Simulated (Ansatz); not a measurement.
GaP: projected DOS by orbital

```
CELL_PARAMETERS angstrom
0.00000 2.72525 2.72525
2.72525 0.00000 2.72525
2.72525 2.72525 0.00000
ATOMIC_POSITIONS crystal
Ga 0.00000 0.00000 0.00000
P 0.75000 0.75000 0.75000
```

Atom numbers follow the list: Ga1, P2.

The cell is COD entry 9008846, as deposited and not checked against the literature; nothing was relaxed.

All numbers below come from DFT, PBE, all-electron LAPW, scalar-relativistic in Ansatz 0.2.0.

The runs use a Γ-centred 10×10×10 k mesh, Fermi–Dirac smearing of 0.05 eV, basis error target 0.5 meV/atom, no spin polarisation.

States per eV for one atom of each kind, in 0.4 eV bins named by their centres, from the valence-band top, projected on a minimal set of Löwdin-orthogonalised atomic shells; orbitals are real harmonics on the Cartesian axes, equal curves share a column, and empty bins are left out, as is all above 3.6 eV, near the top of the computed bands.

Ga1 4p:

```
# E all pz=px=py
-12.3 0.01 0.00
-11.9 0.05 0.02
-11.5 0.09 0.03
-11.1 0.12 0.04
-10.7 0.17 0.06
-10.3 0.26 0.09
-9.9 0.28 0.09
-9.5 0.18 0.06
-6.7 0.01 0.00
-6.3 0.18 0.06
-5.9 0.09 0.03
-5.5 0.06 0.02
-5.1 0.04 0.01
-4.7 0.03 0.01
-4.3 0.02 0.01
-3.9 0.16 0.05
-3.5 0.40 0.13
-3.1 0.35 0.12
-2.7 0.47 0.16
-2.3 0.46 0.15
-1.9 0.42 0.14
-1.5 0.37 0.12
-1.1 0.26 0.09
-0.7 0.11 0.04
-0.3 0.04 0.01
1.7 0.03 0.01
2.1 0.17 0.06
2.5 0.35 0.12
2.9 0.52 0.17
3.3 0.33 0.11
```

P2 3p:

```
# E all pz=px=py
-11.9 0.01 0.00
-11.5 0.02 0.01
-11.1 0.03 0.01
-10.7 0.03 0.01
-10.3 0.04 0.01
-9.9 0.03 0.01
-9.5 0.01 0.00
-6.7 0.11 0.04
-6.3 0.88 0.29
-5.9 0.36 0.12
-5.5 0.23 0.08
-5.1 0.17 0.06
-4.7 0.13 0.04
-4.3 0.11 0.04
-3.9 0.31 0.10
-3.5 0.72 0.24
-3.1 0.66 0.22
-2.7 0.91 0.30
-2.3 0.98 0.33
-1.9 0.97 0.32
-1.5 0.98 0.33
-1.1 0.80 0.27
-0.7 0.42 0.14
-0.3 0.19 0.06
1.7 0.01 0.00
2.1 0.09 0.03
2.5 0.27 0.09
2.9 0.51 0.17
3.3 0.36 0.12
```

Ga1 4s:

```
# E all
-12.3 0.04
-11.9 0.08
-11.5 0.09
-11.1 0.11
-10.7 0.13
-10.3 0.16
-9.9 0.10
-9.5 0.02
-6.7 0.11
-6.3 0.75
-5.9 0.27
-5.5 0.15
-5.1 0.10
-4.7 0.07
-4.3 0.05
-3.9 0.05
-3.5 0.06
-3.1 0.06
-2.7 0.05
-2.3 0.04
-1.9 0.03
-1.5 0.02
-1.1 0.01
-0.7 0.01
1.7 0.01
2.1 0.11
2.5 0.30
2.9 0.51
3.3 0.28
```

P2 3s:

```
# E all
-12.3 0.06
-11.9 0.13
-11.5 0.18
-11.1 0.26
-10.7 0.38
-10.3 0.63
-9.9 0.67
-9.5 0.43
-6.3 0.09
-5.9 0.07
-5.5 0.06
-5.1 0.05
-4.7 0.04
-4.3 0.03
-3.9 0.03
-3.5 0.03
-3.1 0.03
-2.7 0.03
-2.3 0.02
-1.9 0.02
-1.5 0.01
-1.1 0.01
1.7 0.01
2.1 0.07
2.5 0.17
2.9 0.23
3.3 0.12
```
